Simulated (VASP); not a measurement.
NiO: phonons with LDA

The system is NiO.

```xyz
2
Lattice="0.0000 2.0859 2.0859 2.0859 0.0000 2.0859 2.0859 2.0859 0.0000" Properties=species:S:1:pos:R:3 pbc="T T T"
Ni    0.0000    0.0000    0.0000
O     2.0859    2.0859    2.0859
```

```json
{
  "Program": "VASP 6.6.1",
  "Task": "phonons",
  "Functional": "LDA",
  "Potentials or basis": "VASP PAW LDA potentials, release 64 (Ni, O)",
  "Cutoff": "600 eV",
  "k mesh": "8 × 8 × 8",
  "Occupations": "gaussian, width 0.02 eV",
  "Spin": "collinear spin, ferromagnetic start",
  "Starting moments": "[1.0, 0.0] μB",
  "Further INCAR settings": "ALGO = Normal; EDIFF = 1e-08; IBRION = 8; NSW = 1"
}
```

```json
{
 "Relaxed volume": "8.28 Å³/atom",
 "Relaxed cell": "a = 2.861 Å, b = 2.861 Å, c = 2.861 Å, α = 60.00°, β = 60.00°, γ = 60.00°",
 "Space group after relaxing (to 0.05 Å)": "Fm-3m (No. 225)",
 "Net moment": "0.73 μB per cell",
 "Site moments": "Ni +0.60; O +0.11 μB",
 "Valence electrons inside the program's atomic spheres": "Ni 9.26; O 4.96",
 "Highest phonon frequency at Γ, LO-TO splitting left out": "359 cm⁻¹"
}
```

The path:
```
step  energy change (eV)  largest force (eV/Å)  pressure (GPa)  volume (Å³)
   1              0.0000                0.0000          -19.03        18.15
   2             -0.0291                0.0000           21.28        15.46
   3             -0.0969                0.0000           -0.86        16.61
   4             -0.0971                0.0000           -0.10        16.56
   5             -0.0971                0.0000            0.40        16.53
   6             -0.0971                0.0000           -0.34        16.58
   7             -0.0971                0.0000            0.00        16.56
```

Final structure:
```cif
data_structure
_symmetry_space_group_name_H-M 'P 1'
_symmetry_Int_Tables_number 1
_cell_length_a 2.8609
_cell_length_b 2.8609
_cell_length_c 2.8609
_cell_angle_alpha 60.000
_cell_angle_beta 60.000
_cell_angle_gamma 60.000
_cell_volume 16.56
loop_
_atom_site_label
_atom_site_type_symbol
_atom_site_fract_x
_atom_site_fract_y
_atom_site_fract_z
_atom_site_occupancy
Ni1 Ni 0.00000 0.00000 0.00000 1
O1 O 0.50000 0.50000 0.50000 1
```

Phonon frequencies in cm⁻¹ (negative: imaginary):
```
              q point        frequencies
(0.000, 0.000, 0.000)  0 0 0 359 359 359
```

It took 84 s on 1 thread of Intel(R) Xeon(R) 6975P-C (Granite Rapids), with other jobs on the host, peak memory 0.19 GiB.

Caveat: a cell with one magnetic atom can't hold antiferromagnetic order, which such compounds often take.
